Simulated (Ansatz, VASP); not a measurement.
SiC in VASP and in Ansatz

```
CELL_PARAMETERS angstrom
0.00000 2.11030 2.11030
2.11030 0.00000 2.11030
2.11030 2.11030 0.00000
ATOMIC_POSITIONS crystal
Si 0.00119 0.99881 0.00119
C 0.74723 0.75277 0.74723
```

Change from the starting cell: mode 6 frozen in at -0.012 Å, equal normal strain along x, y and z -0.0250.

Alike in both runs: task single point; functional LDA; k mesh 12 × 12 × 12; occupations gaussian, width 0.05 eV; no spin polarisation.

```csv
,VASP,Ansatz
version,VASP 6.6.1,Ansatz 0.2.0
potentials or method,"VASP PAW LDA potentials, release 64 (Si, C)","scalar-relativistic, plane waves, PAW"
plane-wave cutoff (eV),520,520
valence electrons in the cell,8,8
```

|  | VASP | Ansatz | Ansatz less VASP |
| --- | --- | --- | --- |
| gap on the k mesh at the Fermi level (eV) | 1.14 | 1.15 | +0.014 |
| least direct gap on the mesh (eV) | 4.55 | 4.57 | +0.021 |
| pressure (GPa) | 20.7 | 20.3 | -0.40 |
| largest component of the traceless stress (GPa) | 1.88 | 1.89 | +0.002 |
| rms of the force components (eV/Å) | 0.225 | 0.226 | +0.0003 |

Atom by atom the forces differ by 0.000 eV/Å (rms over components). Ansatz warned: «pseudo_functional_mismatch».

Caveats: so large a pressure means that the cell lies far from this level's equilibrium, or that cutoff or potentials fall short (VASP). A k mesh can miss the band edges.
